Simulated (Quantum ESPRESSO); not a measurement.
# MoS2 (P-3m1) in Quantum ESPRESSO: single point with PBEsol

Aim: the single point of MoS2 with PBEsol.

Everything below comes from runs of Quantum ESPRESSO 7.5. Logs are shortened: lines on timing, memory, paths and dates and some standing lists are left out, and cuts for length are marked.

## 1. The crystal as given

Symmetry: P-3m1, No. 164, trigonal system. The conventional cell has a = 3.227 Å, b = 3.227 Å, c = 6.312 Å, α = 90.00°, β = 90.00°, γ = 120.00°. Around Mo (site symmetry -3m) lie 6 S at 2.42 Å. S (site symmetry 3m) has 3 Mo at 2.42 Å as nearest neighbours.

Measurements of this composition are mostly on another form, of space group No. 194.

## 2. Single point, PBEsol

The input, run.py:

```python
import numpy as np
from ase.calculators.espresso import Espresso, EspressoProfile
from ase import Atoms

atoms = Atoms(['Mo', 'S', 'S'],
              cell=[[3.2274645616, 0.0, 0.0], [-1.6137322808, 2.7950663001, 0.0], [0.0, 0.0, 6.31247342]],
              scaled_positions=[[0.0, 0.0, 0.5], [0.6666666667, 0.3333333333, 0.74468068], [0.3333333333, 0.6666666667, 0.25531932]],
              pbc=True)

input_data = {
    'control': {'calculation': 'scf', 'prefix': 'pwscf', 'outdir': './tmp', 'tprnfor': True, 'tstress': True, 'disk_io': 'nowf'},
    'system': {'ecutwfc': 45.0, 'ecutrho': 360.0, 'nbnd': 20, 'occupations': 'smearing', 'smearing': 'fd', 'degauss': 0.00367493},
    'electrons': {'conv_thr': 6e-10, 'electron_maxstep': 120, 'mixing_beta': 0.5},
}
pseudopotentials = {'S': 's_pbesol_v1.4.uspp.F.UPF', 'Mo': 'mo_pbesol_v1.uspp.F.UPF'}
profile = EspressoProfile(command='mpirun -n 2 pw.x -nk 2', pseudo_dir='pseudo')
dft = Espresso(profile=profile, input_data=input_data, pseudopotentials=pseudopotentials, kpts=(9, 9, 4), koffset=(0, 0, 0))
atoms.calc = dft

print(f'energy {atoms.get_potential_energy():.8f} eV')
print('forces (eV/A)')
print(np.round(atoms.get_forces(), 6))
print('stress (eV/A^3, Voigt)')
print(np.round(atoms.get_stress(), 8))
print(f'Fermi level {dft.get_fermi_level():.4f} eV')
```

Potentials or basis: GBRV 1.5 PBEsol.

Command:

```bash
OMP_NUM_THREADS=1 python run.py
```

The program printed:

```text
energy -2551.22324094 eV
forces (eV/A)
[[-0.        0.        0.      ]
 [ 0.       -0.        0.003355]
 [-0.        0.       -0.003355]]
stress (eV/A^3, Voigt)
[ 0.03100526  0.03100526  0.0078631  -0.         -0.         -0.        ]
Fermi level 10.1015 eV
```

espresso.pwi:

```text
&CONTROL
   calculation      = 'scf'
   tstress          = .true.
   tprnfor          = .true.
   outdir           = './tmp'
   prefix           = 'pwscf'
   disk_io          = 'nowf'
   pseudo_dir       = 'pseudo'
/
&SYSTEM
   nbnd             = 20
   ecutwfc          = 45.0
   ecutrho          = 360.0
   occupations      = 'smearing'
   degauss          = 0.00367493
   smearing         = 'fd'
   ntyp             = 2
   nat              = 3
   ibrav            = 0
/
&ELECTRONS
   electron_maxstep = 120
   conv_thr         = 6e-10
   mixing_beta      = 0.5
/
&IONS
/
&CELL
/
&FCP
/
&RISM
/
ATOMIC_SPECIES
Mo 95.95 mo_pbesol_v1.uspp.F.UPF
S 32.06 s_pbesol_v1.4.uspp.F.UPF

K_POINTS automatic
9 9 4  0 0 0

CELL_PARAMETERS angstrom
3.22746456160000 0.00000000000000 0.00000000000000
-1.61373228080000 2.79506630010000 0.00000000000000
0.00000000000000 0.00000000000000 6.31247342000000

ATOMIC_POSITIONS angstrom
Mo 0.0000000000 0.0000000000 3.1562367100  
S 1.6137322810 0.9316887666 4.7007769989  
S -0.0000000002 1.8633775335 1.6116964211
```

espresso.pwo:

```text
This program is part of the open-source Quantum ESPRESSO suite
     for quantum simulation of materials; please cite
         "P. Giannozzi et al., J. Phys.:Condens. Matter 21 395502 (2009);
         "P. Giannozzi et al., J. Phys.:Condens. Matter 29 465901 (2017);
         "P. Giannozzi et al., J. Chem. Phys. 152 154105 (2020);
     in publications or presentations arising from this work. More details at

Warning: card &CELL ignored
Warning: card &FCP ignored
Warning: card &RISM ignored

     Message from routine setup:
     using ibrav=0 with symmetry is DISCOURAGED, use correct ibrav instead

     K-points division:     npool     =       2
     Subspace diagonalization in iterative solution of the eigenvalue problem:
     a serial algorithm will be used

     G-vector sticks info
     --------------------
     sticks:   dense  smooth     PW     G-vecs:    dense   smooth      PW
     Sum         925     463    151                44365    15669    2663

     Using Slab Decomposition

     bravais-lattice index     =            0
     lattice parameter (alat)  =       6.0990  a.u.
     unit-cell volume          =     384.2818 (a.u.)^3
     number of atoms/cell      =            3
     number of atomic types    =            2
     number of electrons       =        26.00
     number of Kohn-Sham states=           20
     kinetic-energy cutoff     =      45.0000  Ry
     charge density cutoff     =     360.0000  Ry
     scf convergence threshold =      6.0E-10
     mixing beta               =       0.5000
     number of iterations used =            8  plain     mixing
     Exchange-correlation= SLA  PW   PSX  PSC
                           (   1   4  10   8   0   0   0)

     celldm(1)=   6.099024  celldm(2)=   0.000000  celldm(3)=   0.000000
     celldm(4)=   0.000000  celldm(5)=   0.000000  celldm(6)=   0.000000

     crystal axes: (cart. coord. in units of alat)
               a(1) = (   1.000000   0.000000   0.000000 )
               a(2) = (  -0.500000   0.866025   0.000000 )
               a(3) = (   0.000000   0.000000   1.955861 )

     reciprocal axes: (cart. coord. in units 2 pi/alat)
               b(1) = (  1.000000  0.577350 -0.000000 )
[... 51 lines left out ...]
        k(    6) = (   0.0000000   0.1283001  -0.2556418), wk =   0.0370370
[... 35 lines left out ...]
        k(   42) = (  -0.1111111   0.4490502  -0.1278209), wk =   0.0740741
        k(   43) = (  -0.2222222   0.5132002  -0.1278209), wk =   0.0740741

     Dense  grid:    44365 G-vectors     FFT dimensions: (  40,  40,  75)

     Smooth grid:    15669 G-vectors     FFT dimensions: (  27,  27,  54)

     Initial potential from superposition of free atoms

     starting charge      25.9990, renormalised to      26.0000
     Starting wfcs are   21 randomized atomic wfcs

     Self-consistent Calculation

     iteration #  1     ecut=    45.00 Ry     beta= 0.50
     Davidson diagonalization with overlap
     ethr =  1.00E-02,  avg # of iterations =  5.3

     Threshold (ethr) on eigenvalues was too large:
     Diagonalizing with lowered threshold

     Davidson diagonalization with overlap
     ethr =  2.77E-04,  avg # of iterations =  3.6

     total energy              =    -187.49349540 Ry
     estimated scf accuracy    <       0.08362895 Ry
[... 19 lines left out ...]
     total energy              =    -187.51134902 Ry
     estimated scf accuracy    <       0.00061032 Ry

     iteration #  5     ecut=    45.00 Ry     beta= 0.50
     Davidson diagonalization with overlap
     c_bands:  1 eigenvalues not converged
     ethr =  2.35E-06,  avg # of iterations =  7.3

     total energy              =    -187.51145236 Ry
     estimated scf accuracy    <       0.00004158 Ry

     iteration #  6     ecut=    45.00 Ry     beta= 0.50
     Davidson diagonalization with overlap
     ethr =  1.60E-07,  avg # of iterations =  2.7
[... 18 lines left out ...]
     iteration #  9     ecut=    45.00 Ry     beta= 0.50
     Davidson diagonalization with overlap
     ethr =  1.84E-11,  avg # of iterations =  3.4

     End of self-consistent calculation

          k = 0.0000 0.0000 0.0000 (  1993 PWs)   bands (ev):

   -51.6012 -25.6547 -25.6231 -25.6231  -4.7167  -3.2551   3.4119   6.0721
     6.0721   8.2857   9.0273   9.1504   9.1504   9.8078   9.8078  13.3128
    13.3128  16.0509  16.1769  19.5012
[... 249 lines left out ...]
   -51.5674 -25.8994 -25.7780 -25.5842  -2.8602  -2.5339   3.9906   4.5730
     5.6080   6.0268   6.2286   7.0347   9.8409  10.8725  11.4071  12.6175
    13.9678  16.7077  17.6270  17.9997

     the Fermi energy is    10.1015 ev

!    total energy              =    -187.51146605 Ry
     estimated scf accuracy    <          2.5E-10 Ry
     smearing contrib. (-TS)   =      -0.00064235 Ry
     internal energy E=F+TS    =    -187.51082370 Ry

     The total energy is F=E-TS. E is the sum of the following terms:
     one-electron contribution =     -95.15474862 Ry
     hartree contribution      =      57.72298024 Ry
     xc contribution           =     -35.91497800 Ry
     ewald contribution        =    -114.16407733 Ry

     convergence has been achieved in   9 iterations

     Forces acting on atoms (cartesian axes, Ry/au):

     atom    1 type  1   force =    -0.00000000    0.00000000    0.00000000
     atom    2 type  2   force =     0.00000000   -0.00000000    0.00013047
     atom    3 type  2   force =    -0.00000000    0.00000000   -0.00013047

     Total force =     0.000185     Total SCF correction =     0.000005

     Computing stress (Cartesian axis) and pressure

          total   stress  (Ry/bohr**3)                   (kbar)     P=      -37.32
  -0.00033769   0.00000000   0.00000000          -49.68        0.00        0.00
   0.00000000  -0.00033769   0.00000000            0.00      -49.68        0.00
   0.00000000   0.00000000  -0.00008564            0.00        0.00      -12.60

=------------------------------------------------------------------------------=
   JOB DONE.
=------------------------------------------------------------------------------=
```

Run time: 25 s. Hardware: 2 MPI ranks of Arm Neoverse V1, shared host; peak memory 0.28 GiB.

What came out:

```
Free energy            : -2551.2235 eV
Pressure               : -3.7 GPa
Largest force          : 0.003 eV/Å
Band gap on the k mesh : none (metal or under the smearing width)
```

Forces in eV/Å, atoms in the order of the input:
```
Mo   0.000  0.000  0.000
S    0.000  0.000  0.003
S    0.000  0.000 -0.003
```

Stress tensor (GPa, compression positive):
```
-4.97  0.00  0.00
 0.00 -4.97  0.00
 0.00  0.00 -1.26
```

Caveat: this functional lacks dispersion, which binds the layers, so the pressure and a relaxed spacing across them are unreliable.

## 3. For comparison

An earlier run on the cell as given: functional PBEsol; potentials or basis GBRV 1.5 PBEsol; cutoff 612 eV; density cutoff 4898 eV; k mesh 9 × 9 × 4; occupations fermi-dirac, width 0.05 eV; no spin polarisation.

- Pressure: -3.7 GPa
- Largest force: 0.003 eV/Å
- Band gap on the k mesh: none (metal or under the smearing width)
